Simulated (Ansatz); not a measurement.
# SnO2 monolayer (2H): from the cell to its phonons, part 2 of 3

Wanted: phonon frequencies of SnO2 monolayer (2H) and what follows from them.

Ansatz 0.2.0; DFT PBE, scalar-relativistic, plane waves, PAW.

So far: Set-up; Bringing the structure to rest, k-mesh 15×15×1, smearing width 0.1 eV.

## 3. Relaxation, k-mesh 12×12×1, smearing width 0.02 eV

The relaxation is repeated from its end, on the mesh and smearing that suit the cell and gap now reached.

Contents of input.yaml:

```yaml
crystal:
  lattice:
    - [3.1021640206, 0.0, 0.0]
    - [-1.5510820103, 2.6865528486, 0.0]
    - [0.0, 0.0, 28.7]
  atoms:
    - { symbol: Sn, position: [0.3333333333, 0.6666666667, 0.3484320557] }
    - { symbol: O, position: [0.6666666667, 0.3333333333, 0.3913037842] }
    - { symbol: O, position: [0.6666666667, 0.3333333333, 0.3055603273] }
  periodic: [true, true, false]
kpoints:
  mp_grid: { grid: [12, 12, 1] }
hamiltonian:
  xc: pbe
scf:
  occupations: { method: gaussian, width: 0.02 }
output:
  forces: true
  stress: true
  eigenvalues: true
  write_density: true
  write_potential: true
  elf: true
  volumetric_format: npy
relax:
  adjacent_minimum: "off"
  f_tol: 0.005
  max_steps: 80
  cell: { stress_2d_tol: 0.02 }
```

Launch:

```
ansatz run input.yaml --threads 4 --pin off --max-ram 14336MiB --backend cpu --events-out ev --progress --plain --runs-dir out
```

Numbers of over 12 decimals in the logs are rounded to 6 here.

Output:

```text
[...]
Crystal: 3 atoms, lattice volume = 239.189 Å³
Basis set: ecut = 420 eV, 4631 PW (Γ), exchange–correlation on 48×48×384 points (8 copies of the dense FFT grid, shifted against one another)
Bands: 17, of which v1, the nominal top of the filled ones, is band 13 counted from 1 (12 counted from 0)
Symmetry: 12 space group operations
[...]
--- Relaxed structure (1 steps of the walk, 1 accepted, 1 SCFs on fresh bases) ---
[...]
cell:  # Å, volume = 239.1895 Å³
    - [3.102164, 0.0, 0.0]
    - [-1.551082, 2.686553, 0.0]
    - [0.0, 0.0, 28.7]
  atoms:
    - { symbol: Sn, position: [0.333333, 0.666667, 0.348432] }
    - { symbol: O, position: [0.666667, 0.333333, 0.391304] }
    - { symbol: O, position: [0.666667, 0.333333, 0.305560] }
[key lines of the parts left out:]
SCF converged after 7 iterations
Free energy (F): -7157.060497 eV
Fermi energy:    -8.124920 eV
P = ½ c Tr σ = -0.0155 N/m
```

It took 7 s on 4 threads of Arm Neoverse V1, shared host; peak memory 0.51 GiB.

Little changed from the start: no atom moved by 0.005 Å and no cell edge by 0.1 %.

## 4. Tight relaxation

Phonons need a cell at rest on their own settings, so the relaxation is repeated with tight tolerances on forces and stress, using the mesh and the filling of the phonon run that follows.

input.yaml: that of step 3 with these lines changed.

```diff
@@ -15,3 +15,3 @@
 scf:
-  occupations: { method: gaussian, width: 0.02 }
+  occupations: { method: fixed }
 output:
@@ -26,4 +26,4 @@
   adjacent_minimum: "off"
-  f_tol: 0.005
-  max_steps: 80
-  cell: { stress_2d_tol: 0.02 }
+  f_tol: 0.001
+  max_steps: 60
+  cell: { stress_2d_tol: 0.002 }
```

Output:

```text
[...]
Crystal: 3 atoms, lattice volume = 239.189 Å³
Basis set: ecut = 420 eV, 4631 PW (Γ), exchange–correlation on 48×48×384 points (8 copies of the dense FFT grid, shifted against one another)
Bands: 17, of which v1, the nominal top of the filled ones, is band 13 counted from 1 (12 counted from 0)
Symmetry: 12 space group operations
[...]
--- Relaxed structure (3 steps of the walk, 3 accepted, 1 SCFs on fresh bases) ---
[...]
cell:  # Å, volume = 239.1556 Å³
    - [3.101944, 0.0, 0.0]
    - [-1.550972, 2.686363, 0.0]
    - [0.0, 0.0, 28.7]
  atoms:
    - { symbol: Sn, position: [0.333333, 0.666667, 0.348432] }
    - { symbol: O, position: [0.666667, 0.333333, 0.391302] }
    - { symbol: O, position: [0.666667, 0.333333, 0.305562] }
[key lines of the parts left out:]
SCF converged after 7 iterations
Free energy (F): -7157.060494 eV
Fermi energy:    -8.450401 eV
P = ½ c Tr σ = -0.0003 N/m
```

It took 12 s on 4 threads; peak memory 0.52 GiB.

Little changed from the start: no atom moved by 0.005 Å and no cell edge by 0.1 %.

Numbers from this step:

* gap on the k-mesh: 0.6507 eV

Valence density in the ac plane at fractional y = 0.333, with atoms of O within 0.2 Å of it. It is the smooth field of the valence electrons, not physical close to the nuclei.

Ten steps, logarithmic in the rise over the least value, from '_' (0.0 e/Å³) to '@' (5.3 e/Å³), each cell a mean:
```
________________________________
________________________________
________________________________
________________________________
________________________________
________________________________
________________________________
________________________________
________________________________
________________________________
________________________________
________________________________
________________________________
____________....::--------::::..
--::::::::--==**##@@@@@@@@%%**++
====++++++========++++++++======
----::::----==**##@@@@@@@@%%**++
..________....::--====++==--::..
________________________________
________________________________
________________________________
________________________________
________________________________
________________________________
```
Columns run along a (3.1 Å), rows up along c (28.7 Å). Atoms in or near the plane, at fractional coordinates: O at (0.67, 0.39), O at (0.67, 0.31).

Electrostatic potential energy in the ac plane at fractional y = 0.333, with atoms of O within 0.2 Å of it. With pseudopotentials it is smooth inside the atoms' cores, unlike the true potential.

Ten even steps from '_' (-25 eV) to '@' (0 eV), each cell a mean:
```
@@@@@@@@@@@@@@@@@@@@@@@@@@@@@@@@
@@@@@@@@@@@@@@@@@@@@@@@@@@@@@@@@
@@@@@@@@@@@@@@@@@@@@@@@@@@@@@@@@
@@@@@@@@@@@@@@@@@@@@@@@@@@@@@@@@
@@@@@@@@@@@@@@@@@@@@@@@@@@@@@@@@
@@@@@@@@@@@@@@@@@@@@@@@@@@@@@@@@
@@@@@@@@@@@@@@@@@@@@@@@@@@@@@@@@
@@@@@@@@@@@@@@@@@@@@@@@@@@@@@@@@
@@@@@@@@@@@@@@@@@@@@@@@@@@@@@@@@
@@@@@@@@@@@@@@@@@@@@@@@@@@@@@@@@
@@@@@@@@@@@@@@@@@@@@@@@@@@@@@@@@
@@@@@@@@@@@@@@@@@@@@@@@@@@@@@@@@
@@@@@@@@@@@@@@@@@@@@@@@@@@@@@@@@
@@@@@@@@@@@@@@@@@@@@@@@@@@@@@@@@
##############++..__________==##
::..____..::--++************++==
####******####++..__________--##
@@@@@@@@@@@@@@@@@@%%%%##%%@@@@@@
@@@@@@@@@@@@@@@@@@@@@@@@@@@@@@@@
@@@@@@@@@@@@@@@@@@@@@@@@@@@@@@@@
@@@@@@@@@@@@@@@@@@@@@@@@@@@@@@@@
@@@@@@@@@@@@@@@@@@@@@@@@@@@@@@@@
@@@@@@@@@@@@@@@@@@@@@@@@@@@@@@@@
@@@@@@@@@@@@@@@@@@@@@@@@@@@@@@@@
```
Columns run along a (3.1 Å; values clipped at the 3rd and 97th percentile), rows up along c (28.7 Å). Atoms in or near the plane, at fractional coordinates: O at (0.67, 0.39), O at (0.67, 0.31).

ELF in the ac plane at fractional y = 0.333, with atoms of O within 0.2 Å of it. It is the smooth field of the valence electrons, not physical close to the nuclei.

Values, 24 rows by 16 columns, each cell a mean:
```
0.00 0.00 0.00 0.00 0.00 0.00 0.00 0.00 0.00 0.00 0.00 0.00 0.00 0.00 0.00 0.00
0.00 0.00 0.00 0.00 0.00 0.00 0.00 0.00 0.00 0.00 0.00 0.00 0.00 0.00 0.00 0.00
0.00 0.00 0.00 0.00 0.00 0.00 0.00 0.00 0.00 0.00 0.00 0.00 0.00 0.00 0.00 0.00
0.00 0.00 0.00 0.00 0.00 0.00 0.00 0.00 0.00 0.00 0.00 0.00 0.00 0.00 0.00 0.00
0.00 0.00 0.00 0.00 0.00 0.00 0.00 0.00 0.00 0.00 0.00 0.00 0.00 0.00 0.00 0.00
0.00 0.00 0.00 0.00 0.00 0.00 0.00 0.00 0.00 0.00 0.00 0.00 0.00 0.00 0.00 0.00
0.00 0.00 0.00 0.00 0.00 0.00 0.00 0.00 0.00 0.00 0.00 0.00 0.00 0.00 0.00 0.00
0.00 0.00 0.00 0.00 0.00 0.00 0.00 0.00 0.00 0.00 0.00 0.00 0.00 0.00 0.00 0.00
0.00 0.00 0.00 0.00 0.00 0.00 0.00 0.00 0.00 0.00 0.00 0.00 0.00 0.00 0.00 0.00
0.00 0.00 0.00 0.00 0.00 0.00 0.00 0.00 0.00 0.00 0.00 0.00 0.00 0.00 0.00 0.00
0.00 0.00 0.00 0.00 0.00 0.00 0.00 0.00 0.00 0.00 0.00 0.00 0.00 0.00 0.00 0.00
0.00 0.00 0.00 0.00 0.00 0.00 0.00 0.00 0.00 0.00 0.00 0.00 0.00 0.00 0.00 0.00
0.00 0.00 0.00 0.00 0.00 0.00 0.01 0.01 0.02 0.03 0.03 0.04 0.03 0.02 0.02 0.01
0.12 0.03 0.01 0.01 0.02 0.09 0.22 0.36 0.47 0.54 0.58 0.58 0.56 0.49 0.40 0.26
0.40 0.17 0.09 0.09 0.13 0.32 0.57 0.75 0.81 0.76 0.65 0.63 0.73 0.81 0.78 0.65
0.21 0.22 0.24 0.24 0.23 0.21 0.22 0.27 0.33 0.36 0.37 0.37 0.36 0.34 0.30 0.23
0.39 0.18 0.11 0.11 0.15 0.31 0.55 0.73 0.79 0.75 0.64 0.62 0.72 0.79 0.76 0.62
0.16 0.05 0.01 0.01 0.03 0.11 0.27 0.43 0.54 0.62 0.65 0.66 0.63 0.57 0.47 0.33
0.00 0.00 0.00 0.00 0.00 0.00 0.01 0.02 0.04 0.05 0.06 0.06 0.05 0.04 0.02 0.01
0.00 0.00 0.00 0.00 0.00 0.00 0.00 0.00 0.00 0.00 0.00 0.00 0.00 0.00 0.00 0.00
0.00 0.00 0.00 0.00 0.00 0.00 0.00 0.00 0.00 0.00 0.00 0.00 0.00 0.00 0.00 0.00
0.00 0.00 0.00 0.00 0.00 0.00 0.00 0.00 0.00 0.00 0.00 0.00 0.00 0.00 0.00 0.00
0.00 0.00 0.00 0.00 0.00 0.00 0.00 0.00 0.00 0.00 0.00 0.00 0.00 0.00 0.00 0.00
0.00 0.00 0.00 0.00 0.00 0.00 0.00 0.00 0.00 0.00 0.00 0.00 0.00 0.00 0.00 0.00
```
Columns run along a (3.1 Å), rows up along c (28.7 Å). Atoms in or near the plane, at fractional coordinates: O at (0.67, 0.39), O at (0.67, 0.31).

The largest force component left is 0.36 meV/Å, within the tolerances set.

## 5. Linear response at the zone centre

The zone centre comes first: it holds the modes that light can see, as far as symmetry allows. The response to a homogeneous field gives the Born charges and the dielectric tensor, and its change with displacement the Raman tensors.

Contents of input.yaml:

```yaml
crystal:
  lattice:
    - [3.1019443762, 0.0, 0.0]
    - [-1.5509721881, 2.6863626309, 0.0]
    - [0.0, 0.0, 28.7]
  atoms:
    - { symbol: Sn, position: [0.3333333333, 0.6666666667, 0.3484320557] }
    - { symbol: O, position: [0.6666666667, 0.3333333333, 0.3913020119] }
    - { symbol: O, position: [0.6666666667, 0.3333333333, 0.3055620995] }
  periodic: [true, true, false]
kpoints:
  mp_grid: { grid: [12, 12, 1] }
hamiltonian:
  xc: pbe
scf:
  occupations: { method: fixed }
output:
  eigenvalues: true
phonons:
  method: dfpt
  dielectric: true
  raman: true
```

Output:

```text
Warning: phonons.dielectric: true without phonons.rigid_motions: the static dielectric tensor ε⁰ will be withheld (ε∞, Z* and the rows of modes are given); for a crystal or a slab, whose only rigid motions are the translations, set phonons.rigid_motions: translations
Warning: crystal.symmetry: narrowed to the stabiliser of the run's FFT grids — unitary ops 12 → 6. A phonons.method: dfpt run fills in the rows of the dynamical matrix that it does not solve by its symmetry operations, which is exact only for operations that map its FFT grids onto themselves: filled in by any other, the frequencies could depend on the order in which like atoms are typed, or, by more than the grids' own error, on where the crystal sits among the grids' points. Excluded: 6 operations. The run can therefore solve more perturbations, solve them on more k-points, or both, and cost more. [rest of the remark cut]
[...]
Crystal: 3 atoms, lattice volume = 239.156 Å³
Basis set: ecut = 420 eV, 4631 PW (Γ), exchange–correlation on 48×48×384 points (8 copies of the dense FFT grid, shifted against one another)
Bands: 17, of which v1, the nominal top of the filled ones, is band 13 counted from 1 (12 counted from 0)
Symmetry: 12 space group operations
k-points: 43 of 144 (irreducible under 2 space group operations, time reversal used)
[...]
SCF iter   1: F=—  HF=-7157.063063 eV  |F-HF|=—  |Δ(HF+E_count)|=         —  Δρ=2.41e-3  dr2=1.04e-2  ethr=1.77e-3  ⟨swp⟩=7.7  Hψ=4711  notcnv=0  defer=83
[...]
SCF iter   9: F=-7157.060494 eV  HF=-7157.060494 eV  |F-HF|=6.37e-11  |Δ(HF+E_count)|=  4.11e-10  Δρ=1.02e-7  dr2=1.97e-11  ethr=1.00e-12  ⟨swp⟩=22.7  Hψ=9721  notcnv=0
SCF 1 converged in 9 iterations: F = -7157.060494 eV  dr2 = 1.97e-11
[...]
DFPT response loops at Γ: preconditioner auto → none (the input reference at scf.mixing.eps_inf says where Resta's filter doesn't serve); β = 0.50; Broyden in place of MSR1
── the response to a field inside a basis, on 16×16×2 k-points: an SCF that follows is theirs, and a resumed run solves both again ──
Bands: 14, of which v1, the nominal top of the filled ones, is band 13 counted from 1 (12 counted from 0)
k-points: 136
[...]
Eigensolver: Dense (136 Hₖ)
SCF iter   1: F=—  HF=-7157.060585 eV  |F-HF|=—  |Δ(HF+E_count)|=         —  Δρ=1.92e-4  dr2=1.64e-5  ethr=1.00e-1
[...]
SCF iter   6: F=-7157.060592 eV  HF=-7157.060592 eV  |F-HF|=1.27e-11  |Δ(HF+E_count)|=   1.60e-9  Δρ=1.24e-7  dr2=2.47e-11  ethr=8.59e-12
SCF 1 converged in 6 iterations: F = -7157.060592 eV  dr2 = 2.47e-11
[...]
SCF converged after 9 iterations
Free energy (F): -7157.060494 eV
[...]
Internal energy: -7157.060494 eV  (E = F + TS)
E sigma→0 (E₀):  -7157.060494 eV
Fermi energy:    -8.450405 eV
[...]
--- Band table (eV; the first three rows and the last of 43) ---
  k-point 0: bands = [... 9 lower, -9.8227, -9.2633, -9.2633, -9.1250, -7.7997, -2.7628, -0.3456, -0.1091]
  k-point 1: bands = [... 9 lower, -9.9161, -9.5296, -9.2754, -9.0819, -7.3833, -2.4279, -0.2230, 0.0343]
  k-point 2: bands = [... 9 lower, -10.1649, -10.1559, -9.3080, -8.9735, -6.6191, -1.6033, -0.1670, 0.2774]
  k-point 42: bands = [... 9 lower, -11.6822, -11.5111, -10.0012, -8.5206, -4.4237, -3.0700, 1.0060, 1.4273]
--- Phonons (Γ-DFPT): 6 representative perturbations + reference, on 43 of 144 k-points (Σ response iterations 27) ---
  ASR residual: 1.982e-4 → 0.000e0 eV/Å²; symmetrization residual: 1.484e-5 eV/Å²
  The last average, over the group as it would stand without the narrowing to the FFT grids, took up to 4.213e-7 eV/Å² of the zone centre's force constants
  ASR residual per site (eV/Å²): 6.93e-5 1.98e-4 1.86e-4
  Γ frequencies (cm⁻¹): -74.79 -74.79 0.00 0.00 0.00 323.57 323.57 512.87 618.95
  ε∞ (high-frequency dielectric tensor):
        1.830296     0.000000    -0.000000
        0.000000     1.830296    -0.000000
       -0.000000    -0.000000     1.120242
  α∞ (the layer's polarisability for a field applied outside it; Å, Gaussian; ε∞ is over the cell's 28.700 Å):
        1.896292     0.000000    -0.000000
        0.000000     1.896292    -0.000000
       -0.000000    -0.000000     0.274616
  ε⁰ (static dielectric tensor): not given — the deck does not say what the cell's rigid motions are, and on a molecule in a box or a wire the rigid rotations would enter the sum over the modes at Γ. For a crystal or a slab, whose only rigid motions are the translations, set phonons.rigid_motions: translations.
  Born effective charges Z* (e; rows j = field, columns β = displacement):
    site 0:
         4.17340   -0.00000   -0.00000
         0.00000    4.17340   -0.00000
        -0.00000   -0.00000    0.55048
    site 1:
        -2.08670    0.00000    0.00000
        -0.00000   -2.08670    0.00000
         0.00000    0.00000   -0.27524
    site 2:
        -2.08670    0.00000    0.00000
        -0.00000   -2.08670    0.00000
         0.00000    0.00000   -0.27524
  Z* charge neutrality: 2.908e-3 e pre-enforcement
  solved inside a basis spanned on kpoints, on 16×16×2 k-points transformed towards the longest dipole: ε∞ is read to err by 4.5e-3, Z* by 1.9e-2 e (field_mesh: kpoints solves on kpoints); Z* is corrected for what the basis lacks
  Raman tensors (in the event stream and the table raman_tensors.tsv): an entry may err by 1.5e-2 Å², one of the second-order susceptibility by 3.7e-3 pm/V (basis, points and sum rule); their sum over the sites missed zero by 1.034e-4 Å² ahead of its enforcement
  optical modes at Γ without the LO–TO term, one row a degenerate level:
      ω (cm⁻¹)  modes    IR ((D/Å)²/amu)  static Raman (Å⁴/amu)  depolarisation
        -74.79      2             0.0000                 0.0015           0.750
        323.57      2            31.8859                61.0799           0.750
        512.87      1             0.2774                 0.0000               —
        618.95      1             0.0000               162.6435           0.103
```

It took 5.7 min on 4 threads; peak memory 2.2 GiB.

Numbers from this step:

| Property | Result |
| --- | --- |
| sum-rule residual before enforcement | 1.98e-4 eV/Å² |
| miss of the charge sum rule | 0.002908 e |
| estimated error of the dielectric tensor | 0.004534 |
| estimated error of the Born charges | 0.01938 e |
| point group | -6m2 |
| highest optical mode at the zone centre (no LO-TO term) | 619.0 cm⁻¹ |
| lowest optical zone-centre mode | -74.79 cm⁻¹ |
| largest Born charge (third of the trace) | 2.966 e |

Without the LO-TO term. Patterns of degenerate modes are one choice out of their space. Modes at Γ, with each element's share of the kinetic energy (negative means imaginary):

```
mode  frequency (cm⁻¹)  symmetry  Sn %  O %
   1             -74.8       E''     0  100
   2             -74.8       E''     0  100
   3               0.0  acoustic    79   21
   4               0.0  acoustic    79   21
   5               0.0  acoustic    79   21
   6             323.6        E'    21   79
   7             323.6        E'    21   79
   8             512.9      A2''    21   79
   9             619.0       A1'     0  100
```

Displacements in mode 2 (-74.8 cm⁻¹), the largest set to 1:
```
Sn1  0.00  0.00  0.00
O2  -0.04  1.00  0.00
O3   0.04 -1.00  0.00
```

Displacements in mode 6 (323.6 cm⁻¹), the largest set to 1:
```
Sn1  0.00 -0.27  0.00
O2   0.00  1.00  0.00
O3   0.00  1.00  0.00
```

High-frequency dielectric tensor, averaged over the cell of height 28.7 Å or as lengthened by the program, vacuum included. Tensor:

```csv
,x,y,z
x,1.83,0,0
y,0,1.83,0
z,0,0,1.12
```

Born charge (rows field, columns displacement) (e), principal values of the symmetric part by kind of site:

| atom | atoms with these values | low | middle | high | mean |
| --- | --- | --- | --- | --- | --- |
| Sn1 | 1 | 0.55 | 4.17 | 4.17 | 2.97 |
| O2 | 2 | -2.09 | -2.09 | -0.28 | -1.48 |

In full for O2:

```
-2.09  0.00  0.00
 0.00 -2.09  0.00
 0.00  0.00 -0.28
```

Transverse modes; imaginary modes are left out. Lines of the infrared spectrum (strongest = 100):

| position (cm⁻¹) | label | relative intensity |
| --- | --- | --- |
| 324 | E' | 100 |
| 513 | A2'' | 0.9 |
| 619 | A1' | 0.0 |

Activity x (w_L - w)^4 (n + 1)/w, 532 nm, 300 K; imaginary modes are left out; the tensors are static ones, while 532 nm light lies above the computed direct gap, where resonance would change the heights. Raman lines, with heights relative to the strongest:

```
position (cm⁻¹)  label  relative intensity
            324     E'                  92
            513   A2''                 0.0
            619    A1'                 100
```

Before it was imposed, the acoustic sum rule was missed by 2.0e-4 eV/Å² and the charge sum rule by 0.0029 e. Small misses are needed for a sound result but don't prove that mesh and cutoff are converged. The lowest optical mode is imaginary, 74.8i cm⁻¹, so the energy falls along it.

(Continued in part 3 of 3.)

[Logs are printed without paths, hosts, clocks, repeated set-up lines and the standing remarks that a program may print on its own settings, such as how far it seeks lower states.]

[Hosts, paths, dates, database ids (printed as entryN), source tags and the programs' standing remarks are cut or masked in the printed files.]
